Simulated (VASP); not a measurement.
# Al2O3 (P-3m1) in VASP: settings compared

Aim: see how the results for Al2O3 move with the level of theory and the settings. Levels: PBE, LDA. Tasks: Wannier functions by SCDM, band structure.

All numbers are computed with VASP 6.6.1; they aren't measurements. Logs are shortened: lines on timing, memory, paths and dates and some standing lists are left out, and cuts for length are marked.

### Step 1. The structure

The structure is trigonal, space group P-3m1 (No. 164). The conventional cell has a = 3.017 Å, b = 3.017 Å, c = 7.575 Å, α = 90.00°, β = 90.00°, γ = 120.00°. Al (site symmetry 3m) has 4 O at 1.68 to 1.84 Å as nearest neighbours. O (site symmetry -3m) is surrounded by 2 Al at 1.68 Å. Around O (site symmetry 3m) lie 3 Al at 1.84 Å.

Measurements of this composition are mostly on another form, of space group No. 167.

### Step 2. Wannier functions by SCDM, PBE

The input, POSCAR:

```
Al2O3
1.0
    3.0174825440      0.0000000000      0.0000000000
   -1.5087412720      2.6132165386      0.0000000000
    0.0000000000      0.0000000000      7.5746360022
Al O
2 3
Direct
    0.0000000000      0.0000000000      0.7220490000
    0.0000000000      0.0000000000      0.2779510000
    0.0000000000      0.0000000000      0.5000000000
    0.6666666667      0.3333333333      0.8005460000
    0.3333333333      0.6666666667      0.1994540000
```

The input, INCAR.step1:

```
SYSTEM = Al2O3
PREC = Accurate
ENCUT = 520
EDIFF = 1E-7
ISMEAR = 0
SIGMA = 0.02
LREAL = .False.
LASPH = .True.
NELM = 80
ALGO = Normal
ISIF = 2
LWAVE = .True.
LCHARG = .True.
GGA = PE
```

The input, INCAR.step2:

```
SYSTEM = Al2O3
PREC = Accurate
ENCUT = 520
EDIFF = 1E-7
ISMEAR = 0
SIGMA = 0.02
LREAL = .False.
LASPH = .True.
NELM = 80
ALGO = Normal
ISIF = 2
LWAVE = .False.
LCHARG = .False.
GGA = PE
ISTART = 1
ICHARG = 11
ISYM = -1
NUM_WANN = 12
LSCDM = .True.
```

The input, KPOINTS:

```
regular mesh
0
Gamma
  5 5 2
  0 0 0
```

The input, KPOINTS_OPT:

```
path GMKGALHA,LM,KH
12
line-mode
reciprocal
 0.0000000000  0.0000000000  0.0000000000  G
 0.5000000000  0.0000000000  0.0000000000  M

 0.5000000000  0.0000000000  0.0000000000  M
 0.3333333333  0.3333333333  0.0000000000  K

 0.3333333333  0.3333333333  0.0000000000  K
 0.0000000000  0.0000000000  0.0000000000  G

 0.0000000000  0.0000000000  0.0000000000  G
 0.0000000000  0.0000000000  0.5000000000  A

 0.0000000000  0.0000000000  0.5000000000  A
 0.5000000000  0.0000000000  0.5000000000  L

 0.5000000000  0.0000000000  0.5000000000  L
 0.3333333333  0.3333333333  0.5000000000  H

 0.3333333333  0.3333333333  0.5000000000  H
 0.0000000000  0.0000000000  0.5000000000  A

 0.5000000000  0.0000000000  0.5000000000  L
 0.5000000000  0.0000000000  0.0000000000  M

 0.3333333333  0.3333333333  0.0000000000  K
 0.3333333333  0.3333333333  0.5000000000  H
```

The input, KPOINTS_WAN:

```
path GMKGALHA,LM,KH
12
line-mode
reciprocal
 0.0000000000  0.0000000000  0.0000000000  G
 0.5000000000  0.0000000000  0.0000000000  M

 0.5000000000  0.0000000000  0.0000000000  M
 0.3333333333  0.3333333333  0.0000000000  K

 0.3333333333  0.3333333333  0.0000000000  K
 0.0000000000  0.0000000000  0.0000000000  G

 0.0000000000  0.0000000000  0.0000000000  G
 0.0000000000  0.0000000000  0.5000000000  A

 0.0000000000  0.0000000000  0.5000000000  A
 0.5000000000  0.0000000000  0.5000000000  L

 0.5000000000  0.0000000000  0.5000000000  L
 0.3333333333  0.3333333333  0.5000000000  H

 0.3333333333  0.3333333333  0.5000000000  H
 0.0000000000  0.0000000000  0.5000000000  A

 0.5000000000  0.0000000000  0.5000000000  L
 0.5000000000  0.0000000000  0.0000000000  M

 0.3333333333  0.3333333333  0.0000000000  K
 0.3333333333  0.3333333333  0.5000000000  H
```

Potentials or basis: VASP PAW PBE potentials, release 64 (Al, O).

Started as:

```sh
$ cat potpaw_PBE.64/Al/POTCAR potpaw_PBE.64/O/POTCAR > POTCAR
$ cp INCAR.step1 INCAR
$ mpirun -np 1 vasp_std > vasp.out
$ cp INCAR.step2 INCAR
$ mpirun -np 1 vasp_std > vasp.out
```

OUTCAR:

```text
SYSTEM = Al2O3
   PREC = Accurate
   ENCUT = 520
   EDIFF = 1E-7
   ISMEAR = 0
   LREAL = .False.
   LASPH = .True.
   NELM = 80
   ISIF = 2
   GGA = PE
   ISTART = 1
   ICHARG = 11
   ISYM = -1

 ion  position               nearest neighbor table
   1  0.000  0.000  0.722-   3 1.68   4 1.84   4 1.84   4 1.84   2 3.36
   2  0.000  0.000  0.278-   3 1.68   5 1.84   5 1.84   5 1.84   1 3.36
   3  0.000  0.000  0.500-   1 1.68   2 1.68
   4  0.667  0.333  0.801-   1 1.84   1 1.84   1 1.84
   5  0.333  0.667  0.199-   2 1.84   2 1.84   2 1.84

IMPORTANT INFORMATION: All symmetrisations will be switched off!
NOSYMM: (Re-)initialisation of all symmetry stuff for point group C_1.

----------------------------------------------------------------------------------------

                                     Primitive cell

  volume of cell :      59.7285

  direct lattice vectors                    reciprocal lattice vectors
     3.017482544  0.000000000  0.000000000     0.331402083  0.191335082  0.000000000
    -1.508741272  2.613216539  0.000000000     0.000000000  0.382670163  0.000000000
     0.000000000  0.000000000  7.574636002     0.000000000  0.000000000  0.132019545

  length of vectors
     3.017482544  3.017482544  7.574636002     0.382670163  0.382670163  0.132019545

  position of ions in fractional coordinates (direct lattice)
     0.000000000  0.000000000  0.722049000
     0.000000000  0.000000000  0.277951000
     0.000000000  0.000000000  0.500000000
     0.666666667  0.333333333  0.800546000
     0.333333333  0.666666667  0.199454000

  ion indices of the primitive-cell ions
   primitive index   ion index
                 1           1
                 2           2
                 3           3
                 4           4
                 5           5

----------------------------------------------------------------------------------------

 KPOINTS: regular mesh

Automatic generation of k-mesh.
 Grid dimensions read from file:
 generate k-points for:    5    5    2

 Generating k-lattice:

  Cartesian coordinates                     Fractional coordinates (reciprocal lattice)
     0.066280417  0.038267016  0.000000000     0.200000000  0.000000000  0.000000000
     0.000000000  0.076534033  0.000000000     0.000000000  0.200000000  0.000000000
     0.000000000  0.000000000  0.066009773     0.000000000  0.000000000  0.500000000

  Length of vectors
     0.076534033  0.076534033  0.066009773

  Shift w.r.t. Gamma in fractional coordinates (k-lattice)
     0.000000000  0.000000000  0.000000000

 Subroutine IBZKPT returns following result:
 ===========================================

 Found     50 irreducible k-points:

 Following reciprocal coordinates:
            Coordinates               Weight
  0.000000  0.000000  0.000000      1.000000
  0.200000  0.000000  0.000000      1.000000
  0.400000 -0.000000  0.000000      1.000000
 -0.400000  0.000000  0.000000      1.000000
 -0.200000 -0.000000  0.000000      1.000000
  0.000000  0.200000  0.000000      1.000000
[... 16 lines left out ...]
  0.400000 -0.200000  0.000000      1.000000
 -0.400000 -0.200000  0.000000      1.000000
 [... further k-points ...]
   k-points           NKPTS =     50   k-points in BZ     NKDIM =     50   number of bands    NBANDS=     16
   number of dos      NEDOS =    301   number of ions     NIONS =      5
   total plane-waves  NPLWV =  32256
   dimension x,y,z NGX =    24 NGY =   24 NGZ =   56
   dimension x,y,z NGXF=    48 NGYF=   48 NGZF=  112
   ions per type =               2   3
   NGX,Y,Z   is equivalent  to a cutoff of  13.22, 13.22, 12.29 a.u.
   NGXF,Y,Z  is equivalent  to a cutoff of  26.45, 26.45, 24.58 a.u.
 SYSTEM =  Al2O3
   PREC   = accura    normal or accurate (medium, high low for compatibility)
   ISTART =      1    job   : 0-new  1-cont  2-samecut
   ICHARG =     11    charge: 1-file 2-atom 10-const
   ISPIN  =      1    spin polarized calculation?
   LNONCOLLINEAR =      F non collinear calculations
   LSORBIT =      F    spin-orbit coupling
[... 52 lines left out ...]
  band No.  band energies     occupation
      1     -14.9484      2.00000
      2     -14.8896      2.00000
      3     -12.6246      2.00000
      4      -3.1986      2.00000
      5      -2.9080      2.00000
      6      -0.5391      2.00000
[... 8 lines left out ...]
     15      11.7035      0.00000
     16      12.5013      0.00000

 k-point     5 :      -0.2000   -0.0000    0.0000
  band No.  band energies     occupation
      1     -15.4849      2.00000
      2     -15.3306      2.00000
      3     -12.8619      2.00000
      4      -2.0657      2.00000
      5      -1.2503      2.00000
      6      -0.7179      2.00000
[... 8 lines left out ...]
     15      11.1724      0.00000
     16      12.9890      0.00000

 k-point     6 :       0.0000    0.2000    0.0000
  band No.  band energies     occupation
      1     -15.4849      2.00000
      2     -15.3306      2.00000
      3     -12.8619      2.00000
      4      -2.0657      2.00000
      5      -1.2503      2.00000
      6      -0.7179      2.00000
[... 8 lines left out ...]
     15      11.1724      0.00000
     16      12.9890      0.00000
[... 267 lines left out ...]
 k-point    21 :       0.0000   -0.2000    0.0000
  band No.  band energies     occupation
      1     -15.4849      2.00000
      2     -15.3306      2.00000
      3     -12.8619      2.00000
      4      -2.0657      2.00000
      5      -1.2503      2.00000
      6      -0.7179      2.00000
[... 8 lines left out ...]
     15      11.1724      0.00000
     16      12.9890      0.00000

 k-point    22 :       0.2000   -0.2000    0.0000
  band No.  band energies     occupation
      1     -15.4849      2.00000
      2     -15.3306      2.00000
      3     -12.8619      2.00000
      4      -2.0657      2.00000
      5      -1.2503      2.00000
      6      -0.7179      2.00000
[... 8 lines left out ...]
     15      11.1724      0.00000
     16      12.9890      0.00000

 k-point    23 :       0.4000   -0.2000    0.0000
  band No.  band energies     occupation
      1     -15.0662      2.00000
      2     -14.9767      2.00000
      3     -12.6680      2.00000
      4      -2.6955      2.00000
      5      -2.3275      2.00000
      6      -0.9235      2.00000
[... 8 lines left out ...]
     15      10.6761      0.00000
     16      12.9741      0.00000

 k-point    24 :      -0.4000   -0.2000    0.0000
  band No.  band energies     occupation
      1     -14.7667      2.00000
      2     -14.7537      2.00000
      3     -12.5489      2.00000
      4      -3.0517      2.00000
      5      -2.8184      2.00000
      6      -1.5236      2.00000
[... 8 lines left out ...]
     15      11.8490      0.00000
     16      13.3823      0.00000

 [... further k-points ...]

------------------------ aborting loop because EDIFF is reached ----------------------------------------

  FORCE on cell =-STRESS in cart. coord.  units (eV):
  Direction    XX          YY          ZZ          XY          YZ          ZX
  --------------------------------------------------------------------------------------
  -------------------------------------------------------------------------------------
  Total       -0.2616472     -0.2614782     -0.0934328      0.0001648     -0.0000425      0.0000906
  in kB       -7.0185061     -7.0139748     -2.5062710      0.0044198     -0.0011399      0.0024290
  external PRESSURE =      -5.5129173 kB  Pullay stress =       0.0000000 kB

 VOLUME and BASIS-vectors are now :
 -----------------------------------------------------------------------------
  energy-cutoff  :      520.00
  volume of cell :       59.73
      direct lattice vectors                 reciprocal lattice vectors
     3.017482544  0.000000000  0.000000000     0.331402083  0.191335082  0.000000000
    -1.508741272  2.613216539  0.000000000     0.000000000  0.382670163  0.000000000
     0.000000000  0.000000000  7.574636002     0.000000000  0.000000000  0.132019545

 POSITION                                       TOTAL-FORCE (eV/Angst)
 -----------------------------------------------------------------------------------
      0.00000      0.00000      5.46926        -0.000027      0.000011     -0.078516
      0.00000      0.00000      2.10538         0.000027     -0.000011      0.078516
      0.00000      0.00000      3.78732         0.000000      0.000000     -0.000000
      1.50874      0.87107      6.06384         0.000097     -0.000053     -0.092460
     -0.00000      1.74214      1.51079        -0.000098      0.000053      0.092460
 -----------------------------------------------------------------------------------
    total drift:                               -0.000000     -0.000000      0.000000

  FREE ENERGIE OF THE ION-ELECTRON SYSTEM (eV)
  ---------------------------------------------------
  free  energy   TOTEN  =       -36.1893611968 eV

  energy  without entropy=      -36.1893611968  energy(sigma->0) =      -36.18936120
```

Wall time 32 s (1 thread of Intel Xeon 6975P-C (Granite Rapids), shared host); peak memory 0.2 GiB.

What came out:

```
Band gap on the k mesh        : 2.28 eV, direct
Band gap along the path       : 2.28 eV, direct
RMS miss of the Wannier bands : 0.093 eV
```

Levels at the corners of the path, in eV from the valence-band top:
```
point  band 8  band 9  band 10  band 11  band 12  band 13  band 14  band 15  band 16
    Γ   -3.73   -3.73    -2.36     0.00     0.00     2.28     4.27     7.35    10.53
    M   -4.31   -3.55    -3.12    -1.76    -0.48     4.60     6.19     8.17     8.94
    M   -4.31   -3.55    -3.12    -1.76    -0.48     4.60     6.19     8.17     8.94
    K   -3.55   -3.49    -3.49    -1.41    -1.41     6.74     6.74     7.71    10.28
    K   -3.55   -3.49    -3.49    -1.41    -1.41     6.74     6.74     7.71    10.28
    Γ   -3.73   -3.73    -2.36     0.00     0.00     2.28     4.27     7.35    10.57
    Γ   -3.73   -3.73    -2.36     0.00     0.00     2.28     4.27     7.35    10.57
    A   -3.73   -3.67    -3.12     0.00     0.00     3.23     3.31     8.11     8.75
    A   -3.73   -3.67    -3.12     0.00     0.00     3.23     3.31     8.11     8.75
    L   -4.36   -3.43    -3.35    -1.70    -0.48     5.04     5.60     8.09     8.65
    L   -4.36   -3.43    -3.35    -1.70    -0.48     5.04     5.60     8.09     8.65
    H   -3.60   -3.42    -3.42    -1.48    -1.48     6.75     6.75     7.73     9.98
    H   -3.60   -3.42    -3.42    -1.48    -1.48     6.75     6.75     7.73     9.98
    A   -3.73   -3.67    -3.12     0.00     0.00     3.23     3.31     8.11     8.75
    L   -4.36   -3.43    -3.35    -1.70    -0.48     5.04     5.60     8.09     8.65
    M   -4.31   -3.55    -3.12    -1.76    -0.48     4.60     6.19     8.17     8.94
    K   -3.55   -3.49    -3.49    -1.41    -1.41     6.74     6.74     7.71    10.28
    H   -3.60   -3.42    -3.42    -1.48    -1.48     6.75     6.75     7.73     9.98
```

Caveat: the k mesh is coarse (spacing up to 0.48 Å⁻¹), so the values aren't converged.

### Step 3. Band structure, LDA

POSCAR is that of step 2.

The input, INCAR.step1:

```
SYSTEM = Al2O3
PREC = Accurate ; ENCUT = 520
EDIFF = 1E-6 ; ISMEAR = -1
SIGMA = 0.05 ; LREAL = .False.
LASPH = .True. ; NELM = 100
ALGO = Normal ; ISIF = 2
LWAVE = .False. ; LCHARG = .True.
GGA = CA
```

The input, KPOINTS.step1:

```
regular mesh
0
Gamma
  7 7 3
  0 0 0
```

The input, INCAR.step2:

```
SYSTEM = Al2O3
PREC = Accurate ; ENCUT = 520
EDIFF = 1E-6 ; ISMEAR = 0
SIGMA = 0.05 ; LREAL = .False.
LASPH = .True. ; NELM = 100
ALGO = Normal ; ISIF = 2
LWAVE = .False. ; LCHARG = .False.
GGA = CA ; ICHARG = 11
```

The input, KPOINTS.step2:

```
path GMKGALHA,LM,KH
20
line-mode
reciprocal
 0.0000000000  0.0000000000  0.0000000000  G
 0.5000000000  0.0000000000  0.0000000000  M

 0.5000000000  0.0000000000  0.0000000000  M
 0.3333333333  0.3333333333  0.0000000000  K

 0.3333333333  0.3333333333  0.0000000000  K
 0.0000000000  0.0000000000  0.0000000000  G

 0.0000000000  0.0000000000  0.0000000000  G
 0.0000000000  0.0000000000  0.5000000000  A

 0.0000000000  0.0000000000  0.5000000000  A
 0.5000000000  0.0000000000  0.5000000000  L

 0.5000000000  0.0000000000  0.5000000000  L
 0.3333333333  0.3333333333  0.5000000000  H

 0.3333333333  0.3333333333  0.5000000000  H
 0.0000000000  0.0000000000  0.5000000000  A

 0.5000000000  0.0000000000  0.5000000000  L
 0.5000000000  0.0000000000  0.0000000000  M

 0.3333333333  0.3333333333  0.0000000000  K
 0.3333333333  0.3333333333  0.5000000000  H
```

Potentials or basis: VASP PAW LDA potentials, release 64 (Al, O).

Started as:

```sh
$ cat potpaw_LDA.64/Al/POTCAR potpaw_LDA.64/O/POTCAR > POTCAR
$ cp INCAR.step1 INCAR
$ cp KPOINTS.step1 KPOINTS
$ mpirun -np 1 vasp_std > vasp.out
$ cp INCAR.step2 INCAR
$ cp KPOINTS.step2 KPOINTS
$ mpirun -np 1 vasp_std > vasp.out
```

It took 70 s on 1 thread of Intel Xeon Platinum 8488C (Sapphire Rapids), shared host; peak memory 0.24 GiB.

The run converged. Its results:

```
Band gap on the k mesh  : 2.19 eV, direct
Band gap along the path : 2.19 eV, direct
```

Levels at the corners of the path, in eV from the valence-band top:
```csv
point,band 10,band 11,band 12,band 13,band 14,band 15
Γ,-2.33,0.00,0.00,2.19,4.18,7.17
M,-3.09,-1.77,-0.49,4.40,6.03,7.96
M,-3.09,-1.77,-0.49,4.40,6.03,7.96
K,-3.49,-1.42,-1.42,6.59,6.59,7.42
K,-3.49,-1.42,-1.42,6.59,6.59,7.42
Γ,-2.33,0.00,0.00,2.19,4.18,7.17
Γ,-2.33,0.00,0.00,2.19,4.18,7.17
A,-3.14,0.00,0.00,3.13,3.24,7.93
A,-3.14,0.00,0.00,3.13,3.24,7.93
L,-3.32,-1.70,-0.49,4.87,5.41,7.91
L,-3.32,-1.70,-0.49,4.87,5.41,7.91
H,-3.41,-1.51,-1.51,6.60,6.60,7.45
H,-3.41,-1.51,-1.51,6.60,6.60,7.45
A,-3.14,0.00,0.00,3.13,3.24,7.93
L,-3.32,-1.70,-0.49,4.87,5.41,7.91
M,-3.09,-1.77,-0.49,4.40,6.03,7.96
K,-3.49,-1.42,-1.42,6.59,6.59,7.42
H,-3.41,-1.51,-1.51,6.60,6.60,7.45
```

Caveat: the log is that of the step along the path at fixed density, whose energy, stress, charges and moments have no meaning. As with any semilocal functional, this LDA gap is likely too small.

### Step 4. Band structure, PBE

POSCAR is that of step 3.

Edit INCAR.step1 of step 3 so:

```diff
@@ -7,2 +7,2 @@
 LWAVE = .False. ; LCHARG = .True.
-GGA = CA
+GGA = PE
```

KPOINTS.step1 is that of step 3.

Edit INCAR.step2 of step 3 so:

```diff
@@ -7,2 +7,2 @@
 LWAVE = .False. ; LCHARG = .False.
-GGA = CA ; ICHARG = 11
+GGA = PE ; ICHARG = 11
```

KPOINTS.step2 is that of step 3.

Potentials or basis: VASP PAW PBE potentials, release 64 (Al, O).

Started as:

```sh
$ cat potpaw_PBE.64/Al/POTCAR potpaw_PBE.64/O/POTCAR > POTCAR
$ cp INCAR.step1 INCAR
$ cp KPOINTS.step1 KPOINTS
$ mpirun -np 1 vasp_std > vasp.out
$ cp INCAR.step2 INCAR
$ cp KPOINTS.step2 KPOINTS
$ mpirun -np 1 vasp_std > vasp.out
```

Wall time 71 s (1 thread of Intel Xeon Platinum 8488C (Sapphire Rapids), shared host); peak memory 0.26 GiB.

The run converged. Its results:

```yaml
Band_gap_on_the_k_mesh: 2.29 eV, direct
Band_gap_along_the_path: 2.29 eV, direct
```

Levels at the corners of the path, in eV from the valence-band top:
```csv
point,band 9,band 10,band 11,band 12,band 13,band 14,band 15,band 16
Γ,-3.73,-2.35,0.00,0.00,2.29,4.27,7.35,10.53
M,-3.55,-3.12,-1.76,-0.48,4.60,6.19,8.17,8.95
M,-3.55,-3.12,-1.76,-0.48,4.60,6.19,8.17,8.95
K,-3.49,-3.49,-1.41,-1.41,6.74,6.74,7.72,10.29
K,-3.49,-3.49,-1.41,-1.41,6.74,6.74,7.72,10.28
Γ,-3.73,-2.35,0.00,0.00,2.29,4.27,7.35,10.56
Γ,-3.73,-2.35,0.00,0.00,2.29,4.27,7.35,10.54
A,-3.67,-3.11,0.00,0.00,3.24,3.31,8.12,8.76
A,-3.67,-3.11,0.00,0.00,3.24,3.31,8.12,8.76
L,-3.43,-3.34,-1.70,-0.48,5.04,5.60,8.09,8.66
L,-3.43,-3.34,-1.70,-0.48,5.04,5.60,8.09,8.66
H,-3.42,-3.42,-1.48,-1.48,6.75,6.75,7.73,9.98
H,-3.42,-3.42,-1.48,-1.48,6.75,6.75,7.73,9.98
A,-3.67,-3.11,0.00,0.00,3.24,3.31,8.12,8.76
L,-3.43,-3.34,-1.70,-0.48,5.04,5.60,8.09,8.66
M,-3.55,-3.12,-1.76,-0.48,4.60,6.19,8.17,8.95
K,-3.49,-3.49,-1.41,-1.41,6.74,6.74,7.72,10.28
H,-3.42,-3.42,-1.48,-1.48,6.75,6.75,7.73,9.98
```

Caveat: the log is that of the step along the path at fixed density, whose energy, stress, charges and moments have no meaning.

### Step 5. Overview

| task | level | potentials or basis | k mesh | smearing | further INCAR settings | mesh quality | gap on the mesh (eV) |
| --- | --- | --- | --- | --- | --- | --- | --- |
| Wannier functions by SCDM | PBE | VASP PAW PBE potentials, release 64 (Al, O) | 5 × 5 × 2 | gaussian 0.02 eV | ALGO = Normal; EDIFF = 1e-07; ISYM = -1 | coarse | 2.28 |
| band structure | LDA | VASP PAW LDA potentials, release 64 (Al, O) | 7 × 7 × 3 | fermi-dirac 0.05 eV | ALGO = Normal; EDIFF = 1e-06 | not flagged | 2.19 |
| band structure | PBE | VASP PAW PBE potentials, release 64 (Al, O) | 7 × 7 × 3 | fermi-dirac 0.05 eV | ALGO = Normal; EDIFF = 1e-06 | not flagged | 2.29 |

Alike in all rows: no spin polarisation; cell as given; cutoff (eV) 520.

Caveats: some runs use coarse meshes.

Total energies depend on the potentials used, so only differences within one code and one set of settings carry meaning.
